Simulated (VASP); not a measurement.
# Si (Fd-3m) in VASP: settings compared, part 2 of 2

VASP 6.6.1. The steps go on from the part before.

**3. Relaxation of cell and atoms, r2SCAN**

File INCAR:

```
SYSTEM = Si
PREC = Accurate ; ENCUT = 600
EDIFF = 1E-6 ; ISMEAR = -1
SIGMA = 0.05 ; LREAL = .FALSE.
LASPH = .TRUE. ; NELM = 80
ALGO = Normal ; ISIF = 3
LWAVE = .FALSE. ; LCHARG = .FALSE.
METAGGA = R2SCAN ; LMIXTAU = .TRUE.
IBRION = 2 ; NSW = 60
EDIFFG = -0.02 ; PSTRESS = 0
```

File KPOINTS:

```
regular mesh
0
G
  11 11 11
  0 0 0
```

File POSCAR:

```
Si
1.0
    0.0000000000      2.7155000000      2.7155000000
    2.7155000000      0.0000000000      2.7155000000
    2.7155000000      2.7155000000      0.0000000000
Si
2
Direct
    0.0000000000      0.0000000000      0.0000000000
    0.2500000000      0.2500000000      0.2500000000
```

Potentials or basis: VASP PAW PBE potentials, release 64 (Si).

Launch:

```
$ cat potpaw_PBE.64/Si/POTCAR > POTCAR
$ mpirun -np 1 vasp_std > vasp.out
```

OUTCAR:

```text
SYSTEM = Si
   PREC = Accurate
   ENCUT = 600
   EDIFF = 1E-6
   ISMEAR = -1
   LREAL = .FALSE.
   LASPH = .TRUE.
   NELM = 80
   ISIF = 3
   METAGGA = R2SCAN
   IBRION = 2
   NSW = 60
   EDIFFG = -0.02
   PSTRESS = 0

 ion  position               nearest neighbor table
   1  0.000  0.000  0.000-   2 2.35   2 2.35   2 2.35   2 2.35
   2  0.250  0.250  0.250-   1 2.35   1 2.35   1 2.35   1 2.35

  LATTYP: Found a face centered cubic cell.
 ALAT       =     5.4310000000

  Lattice vectors:

 A1 = (   0.0000000000,   2.7155000000,   2.7155000000)
 A2 = (   2.7155000000,   0.0000000000,   2.7155000000)
 A3 = (   2.7155000000,   2.7155000000,   0.0000000000)

Analysis of symmetry for initial positions (statically):
=====================================================================
 Subroutine PRICEL returns:
 Original cell was already a primitive cell.

 Routine SETGRP: Setting up the symmetry group for a
 face centered cubic supercell.

 Subroutine GETGRP returns: Found 48 space group operations
 (whereof 24 operations were pure point group operations)
 out of a pool of 48 trial point group operations.

The static configuration has the point symmetry T_d .
 The point group associated with its full space group is O_h .

Analysis of symmetry for dynamics (positions and initial velocities):
=====================================================================
 Subroutine PRICEL returns:
 Original cell was already a primitive cell.

 Routine SETGRP: Setting up the symmetry group for a
 face centered cubic supercell.

 Subroutine GETGRP returns: Found 48 space group operations
 (whereof 24 operations were pure point group operations)
 out of a pool of 48 trial point group operations.

The dynamic configuration has the point symmetry T_d .
 The point group associated with its full space group is O_h .

 Subroutine INISYM returns: Found 48 space group operations
 (whereof 24 operations are pure point group operations),
 and found     1 'primitive' translations

----------------------------------------------------------------------------------------

                                     Primitive cell

  volume of cell :      40.0479

  direct lattice vectors                    reciprocal lattice vectors
     0.000000000  2.715500000  2.715500000    -0.184128153  0.184128153  0.184128153
     2.715500000  0.000000000  2.715500000     0.184128153 -0.184128153  0.184128153
     2.715500000  2.715500000  0.000000000     0.184128153  0.184128153 -0.184128153

  length of vectors
     3.840296929  3.840296929  3.840296929     0.318919316  0.318919316  0.318919316

  position of ions in fractional coordinates (direct lattice)
     0.000000000  0.000000000  0.000000000
     0.250000000  0.250000000  0.250000000

  ion indices of the primitive-cell ions
   primitive index   ion index
                 1           1
                 2           2

----------------------------------------------------------------------------------------

 KPOINTS: regular mesh
[... 52 lines left out ...]
   total plane-waves  NPLWV =  32768
   dimension x,y,z NGX =    32 NGY =   32 NGZ =   32
   dimension x,y,z NGXF=    64 NGYF=   64 NGZF=   64
   ions per type =               2
   NGX,Y,Z   is equivalent  to a cutoff of  13.85, 13.85, 13.85 a.u.
   NGXF,Y,Z  is equivalent  to a cutoff of  27.71, 27.71, 27.71 a.u.
 SYSTEM =  Si
   PREC   = accura    normal or accurate (medium, high low for compatibility)
   ISTART =      0    job   : 0-new  1-cont  2-samecut
   ICHARG =      2    charge: 1-file 2-atom 10-const
   ISPIN  =      1    spin polarized calculation?
   LNONCOLLINEAR =      F non collinear calculations
   LSORBIT =      F    spin-orbit coupling
   LASPH  =      T    aspherical Exc in radial PAW
   ENCUT  =  600.0 eV  44.10 Ry    6.64 a.u.   7.67  7.67  7.67*2*pi/ulx,y,z
   NELM   =     80;   NELMIN=  2; NELMDL= -5     # of ELM steps
   EDIFF  = 0.1E-05   stopping-criterion for ELM
   LREAL  =      F    real-space projection
   EDIFFG = -.2E-01   stopping-criterion for IOM
   NSW    =     60    number of steps for IOM
   IBRION =      2    ionic relax: 0-MD 1-quasi-New 2-CG
   NFREE  =      1    steps in history (QN), initial steepest desc. (CG)
   ISIF   =      3    stress and relaxation
   ISYM   =      2    0-nonsym 1-usesym 2-fastsym
   POTIM  = 0.5000    time-step for ionic-motion
   TEBEG  =    0.0;   TEEND  =   0.0 temperature during run
   PSTRESS=    0.0 pullay stress
   NELECT =       8.0000    total number of electrons
   NUPDOWN=      -1.0000    fix difference up-down
   EMIN   =  10.00;   EMAX   =-10.00  energy-range for DOS
   EFERMI =   0.00;   METHOD = LEGACY
   ISMEAR =    -1;   SIGMA  =   0.05  broadening in eV -4-tet -1-fermi 0-gaus
   EFERMI_NEDOS =   21; number of points for ismear=-14 and -15
   IALGO  =     38    algorithm
   IMIX   =      4    mixing-type and parameters
     AMIX     =   0.40;   BMIX     =  1.00
     AMIX_MAG =   1.60;   BMIX_MAG =  1.00
  volume/ion in A,a.u.               =      20.02       135.13
  Fermi-wavevector in a.u.,A,eV,Ry     =   0.956999  1.808467 12.460868  0.915848
  Thomas-Fermi vector in A             =   2.085978
   LORBIT       =      0    0 simple, 1 ext, 2 COOP (PROOUT), +10 PAW based schemes
   METAGGA = R2SCAN    functional components
   LHFCALC =     F    Hartree Fock is set to
   AEXX    =    0.0000 exact exchange contribution
   IVDW    =     0    specifies the selected vdW correction
   LEPSILON=     F    determine dielectric tensor
   LRPA    =     F    only Hartree local field effects (RPA)
 conjugate gradient relaxation of ions
 non-spin polarized calculation
  energy-cutoff  :      600.00
  volume of cell :       40.05
 maximum number of plane-waves:      1363
   NGX = 15   NGY = 15   NGZ = 15

--------------------------------------- Ionic step        1  -------------------------------------------

 number of electron       7.9999999 magnetization

 Free energy of the ion-electron system (eV)
  ---------------------------------------------------
  ext. energy  EPLUGINS =         0.00000000
  ---------------------------------------------------
  free energy    TOTEN  =       -17.54963112 eV

  energy without entropy =      -17.54962818  energy(sigma->0) =      -17.54962965

------------------------ aborting loop because EDIFF is reached ----------------------------------------

  FORCE on cell =-STRESS in cart. coord.  units (eV):
  Direction    XX          YY          ZZ          XY          YZ          ZX
  --------------------------------------------------------------------------------------
  -------------------------------------------------------------------------------------
  Total        0.1246244      0.1246244      0.1246244     -0.0000000      0.0000000     -0.0000000
  in kB        4.9857944      4.9857944      4.9857944     -0.0000000      0.0000000     -0.0000000
  external PRESSURE =       4.9857944 kB  Pullay stress =       0.0000000 kB
[... 59 lines left out ...]
--------------------------------------- Ionic step        3  -------------------------------------------

 number of electron       8.0000000 magnetization

 Free energy of the ion-electron system (eV)
  ---------------------------------------------------
  ext. energy  EPLUGINS =         0.00000000
  ---------------------------------------------------
  free energy    TOTEN  =       -17.54991613 eV

  energy without entropy =      -17.54991339  energy(sigma->0) =      -17.54991476

 E-fermi :   6.0715     XC(G=0):  -9.8358

 val. band max:        5.6878404193   @ k =   0.0000   0.0000   0.0000
 cond. band min:       6.4970435268   @ k =   0.4545   0.4545   0.0000
 fundamental gap:      0.8092031075
 Fermi energy:         6.0715120673

 k-point     1 :       0.0000    0.0000    0.0000
  band No.  band energies     occupation
      1      -6.8036      2.00000
      2       5.6878      1.99907
      3       5.6878      1.99907
      4       5.6878      1.99907
      5       8.4441      0.00000
      6       8.4441      0.00000
      7       8.4441      0.00000
      8       9.6165      0.00000
[... 243 lines left out ...]
 k-point    24 :      -0.1818    0.1818    0.0000
  band No.  band energies     occupation
      1      -5.6258      2.00000
      2       1.4797      2.00000
      3       2.9028      2.00000
      4       4.9599      2.00000
      5       8.9870      0.00000
      6       9.6998      0.00000
      7      10.0717      0.00000
      8      11.8468      0.00000

 [... further k-points ...]

------------------------ aborting loop because EDIFF is reached ----------------------------------------

  FORCE on cell =-STRESS in cart. coord.  units (eV):
  Direction    XX          YY          ZZ          XY          YZ          ZX
  --------------------------------------------------------------------------------------
  -------------------------------------------------------------------------------------
  Total        0.0027652      0.0027652      0.0027652      0.0000000      0.0000000      0.0000000
  in kB        0.1101056      0.1101056      0.1101056      0.0000000      0.0000000      0.0000000
  external PRESSURE =       0.1101056 kB  Pullay stress =       0.0000000 kB
[... 17 lines left out ...]
  FREE ENERGIE OF THE ION-ELECTRON SYSTEM (eV)
  ---------------------------------------------------
  free  energy   TOTEN  =       -17.5499161344 eV

  energy  without entropy=      -17.5499133932  energy(sigma->0) =      -17.54991476

 reached required accuracy - stopping structural energy minimisation
```

CONTCAR:

```text
Si
   1.00000000000000
     0.0000000000000000    2.7197879337492954    2.7197879337492954
     2.7197879337492954    0.0000000000000000    2.7197879337492954
     2.7197879337492954    2.7197879337492954   -0.0000000000000000
  Si
     2
Direct
     0.0000000000000000    0.0000000000000000    0.0000000000000000
     0.2500000000000000    0.2500000000000000    0.2500000000000000

  0.00000000E+00  0.00000000E+00  0.00000000E+00
  0.00000000E+00  0.00000000E+00  0.00000000E+00
```

Run time: 1.9 min. Hardware: 1 thread of AMD EPYC 9R45 (Zen 5), shared host; peak memory 0.15 GiB.

What came out:

| Item | Value |
| --- | --- |
| Free energy | -17.5499 eV |
| Relaxed volume | 20.12 Å³/atom |
| Relaxed cell | a = 3.846 Å, b = 3.846 Å, c = 3.846 Å, α = 60.00°, β = 60.00°, γ = 60.00° |
| Space group after relaxing (to 0.05 Å) | Fd-3m (No. 227) |
| Energy gained by relaxing | 0.1 meV/atom |
| Ionic steps | 3 |
| Pressure after relaxing | 0.0 GPa |
| Band gap on the k mesh | 0.81 eV, indirect (least direct gap 2.76 eV) |

Step by step:
| step | energy change (eV) | largest force (eV/Å) | pressure (GPa) | volume (Å³) |
| --- | --- | --- | --- | --- |
| 1 | 0.0000 | 0.0000 | 0.50 | 40.05 |
| 2 | -0.0001 | 0.0000 | -0.40 | 40.41 |
| 3 | -0.0003 | 0.0000 | 0.01 | 40.24 |

Final structure:
```
Si
1.0
     0.00000    2.71979    2.71979
     2.71979    0.00000    2.71979
     2.71979    2.71979    0.00000
Si
2
Direct
  0.00000 0.00000 0.00000
  0.25000 0.25000 0.25000
```

Caveat: the PAW data sets were made with another functional, which shifts forces and pressure a little; an odd mesh through Γ misses points on the zone boundary, where band edges often lie.

**4. Relaxation of cell and atoms, r2SCAN, target pressure 3 GPa, at which the enthalpy is minimised**

INCAR, as its differences from that of step 3:

```diff
@@ -9,2 +9,2 @@
 IBRION = 2 ; NSW = 60
-EDIFFG = -0.02 ; PSTRESS = 0
+EDIFFG = -0.02 ; PSTRESS = 30
```

KPOINTS is that of step 3.

POSCAR is that of step 3.

Launch:

```
$ cat potpaw_PBE.64/Si/POTCAR > POTCAR
$ mpirun -np 1 vasp_std > vasp.out
```

It took 2.1 min on 1 thread of AMD EPYC 9R45 (Zen 5), shared host; peak memory 0.16 GiB.

It converged, with:

* Free energy: -17.5394 eV
* Relaxed volume: 19.55 Å³/atom
* Relaxed cell: a = 3.809 Å, b = 3.809 Å, c = 3.809 Å, α = 60.00°, β = 60.00°, γ = 60.00°
* Space group after relaxing (to 0.05 Å): Fd-3m (No. 227)
* Energy change on relaxing (the enthalpy is what falls): +5.1 meV/atom
* Ionic steps: 3
* Pressure after relaxing: 3.0 GPa
* Band gap on the k mesh: 0.76 eV, indirect (least direct gap 2.77 eV)

Step by step:
| step | energy change (eV) | largest force (eV/Å) | pressure (GPa) | volume (Å³) |
| --- | --- | --- | --- | --- |
| 1 | 0.0000 | 0.0000 | 0.50 | 40.05 |
| 2 | 0.0320 | 0.0000 | 5.47 | 38.26 |
| 3 | 0.0102 | 0.0000 | 3.01 | 39.09 |

Final structure:
```xyz
2
Lattice="0.0000 2.6937 2.6937 2.6937 0.0000 2.6937 2.6937 2.6937 0.0000" Properties=species:S:1:pos:R:3 pbc="T T T"
Si    0.0000    0.0000    0.0000
Si    1.3469    1.3469    1.3469
```

Levels at points of the mesh, in eV from the valence-band top:
```csv
k point,band 1,band 2,band 3,band 4,band 5,band 6,band 7,band 8
"(0.00, 0.00, 0.00)",-12.70,0.00,0.00,0.00,2.77,2.77,2.77,4.29
```

Caveat: the cell is relaxed towards a set pressure, so the enthalpy falls and the energy may rise; the PAW data sets were made with another functional, which shifts forces and pressure a little; an odd mesh through Γ misses points on the zone boundary, where band edges often lie.

**5. Summary**

| level | cell | P gpa | target pressure | gap on the mesh (eV) | pressure (GPa) |
| --- | --- | --- | --- | --- | --- |
| PBEsol | relaxed to 12 GPa | 12 | 12 GPa | 0.27 | 12.0 |
| r2SCAN | relaxed | 0 | - | 0.81 | 0.0 |
| r2SCAN | relaxed to 3 GPa | 3 | 3 GPa | 0.76 | 3.0 |

Alike in all rows: task relaxation of cell and atoms; potentials or basis VASP PAW PBE potentials, release 64 (Si); no spin polarisation; k mesh 11 × 11 × 11; cutoff (eV) 600; smearing fermi-dirac 0.05 eV.

Caveats: the PAW data sets were made with another functional, which shifts forces and pressure a little; an odd mesh through Γ misses points on the zone boundary, where band edges often lie; the cell is relaxed towards a set pressure, so the enthalpy falls and the energy may rise (some runs).

Absolute energies hang on the potentials; compare differences alone.
